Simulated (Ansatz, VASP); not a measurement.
# GaN: VASP beside Ansatz

```
Ga N
1.0
     3.18000    0.00000    0.00000
    -1.59000    2.75396    0.00000
     0.00000    0.00000    5.16600
Ga N
2 2
Cartesian
  1.5900 0.9180 2.5830
  0.0000 1.8360 0.0000
  1.5900 0.9180 4.5203
  0.0000 1.8360 1.9373
```

Alike in both runs: task single point; functional PBE; k mesh 10 × 10 × 5; occupations fermi-dirac, width 0.05 eV; no spin polarisation.

|  | VASP | Ansatz |
| --- | --- | --- |
| version | VASP 6.6.1 | Ansatz 0.2.0 |
| potentials or method | VASP PAW PBE potentials, release 64 (Ga_d, N) | Ansatz PAW |
| plane-wave cutoff (eV) | 520 | 420 |
| valence electrons in the cell | 36 | 36 |

```csv
,VASP,Ansatz,Ansatz less VASP
gap on the k mesh at the Fermi level (eV),1.97,1.96,-0.008
least direct gap on the mesh (eV),1.97,1.96,-0.008
pressure (GPa),7.4,7.3,-0.06
largest component of the traceless stress (GPa),1.45,1.43,-0.013
rms of the force components (eV/Å),0.078,0.079,+0.0014
```

Atom by atom the forces differ by 0.001 eV/Å (rms over components).

Caveats: odd divisions of the mesh miss points on the zone boundary, where band edges often lie, so the gap on the mesh can be too wide (Ansatz); the pressure holds a Pulay correction of +0.5 GPa for the finite cutoff (Ansatz). Expect the measured gap to be larger: semilocal functionals such as PBE lack the derivative discontinuity.
